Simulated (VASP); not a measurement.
# MnO₂: G0W0, by functional and Hubbard U

MnO₂, R-3m (no. 166), 3 atoms in the cell.

| Functional | Hubbard U | Quasiparticle gap on the mesh (eV) | Gap of the starting point on the mesh (eV) | Quasiparticle gap at the zone centre (eV) | Starting gap at the zone centre (eV) | Correction of the gap between the band edges on the mesh (eV) | Time (s) |
|---|---|---|---|---|---|---|---|
| PBE | – | 2.76 | 0.95 | 3.04 | 1.18 | 1.81 | 79 |
| PBE | Mn shell d, U 3 | 3.45 | 2.24 | 4.63 | 2.82 | 1.21 | 68 |
| PBE | Mn shell d, U 5 | 3.02 | 1.93 | 4.42 | 3.25 | 1.08 | 73 |
| HSE06 | – | 4.01 | 3.63 | 4.28 | 3.99 | 0.38 | 506 |

Limits: the mesh is coarse: neither the gap nor the screening is converged.

## Input of the first row

INCAR.step1:
```
ALGO = All
EDIFF = 1E-8
ENCUT = 500
GGA = PE
ISEARCH = 1
ISMEAR = 0
ISPIN = 2
KPAR = 4
LASPH = True
LCHARG = False
LMAXMIX = 4
LORBIT = 11
LREAL = False
LWAVE = True
MAGMOM = 4 0 0
NELM = 150
PREC = Accurate
SIGMA = 0.05
```

INCAR.step2, as INCAR.step1 but for:
```
- ALGO = All
- ISEARCH = 1
- NELM = 150
+ ALGO = Exact
+ ISTART = 1
+ LOPTICS = True
+ NBANDS = 96
+ NELM = 1
```

INCAR.step3:
```
ALGO = EVGW0
ENCUT = 500
ENCUTGW = 130
GGA = PE
ISMEAR = 0
ISPIN = 2
ISTART = 1
KPAR = 4
LASPH = True
LCHARG = False
LMAXMIX = 4
LORBIT = 11
LREAL = False
LWAVE = False
MAGMOM = 4 0 0
NBANDS = 96
NBANDSGW = 20
NELMGW = 1
NOMEGA = 48
PREC = Accurate
PRECFOCK = Fast
SIGMA = 0.05
```

KPOINTS:
```
k-points
0
Gamma
  3 3 3
```

POSCAR:
```
MnO2
1.0
    1.4284348394      0.8247072390      4.5839315268
   -1.4284348394      0.8247072390      4.5839315268
    0.0000000000     -1.6494144781      4.5839315268
Mn O
1 2
Direct
    0.0000000000      0.0000000000      0.0000000000
    0.7356355100      0.7356355100      0.7356355100
    0.2643644900      0.2643644900      0.2643644900
```

Commands (each step's output is kept before the next begins):
```
cat potpaw_PBE.64/Mn_GW/POTCAR potpaw_PBE.64/O_GW/POTCAR > POTCAR
cp INCAR.step1 INCAR
mpirun -np 4 vasp_std > vasp.out
cp INCAR.step2 INCAR
mpirun -np 4 vasp_std > vasp.out
cp INCAR.step3 INCAR
mpirun -np 4 vasp_std > vasp.out
```

Changes of row 3 against the first:
```
(all steps)
+ LDAU = True
+ LDAUTYPE = 2
+ LDAUL = 2 -1
+ LDAUU = 5 0
+ LDAUJ = 0 0
```

VASP 6.6.1 took 79 s on 4 cores (Intel Xeon 6975P-C (Granite Rapids)), a shared host.
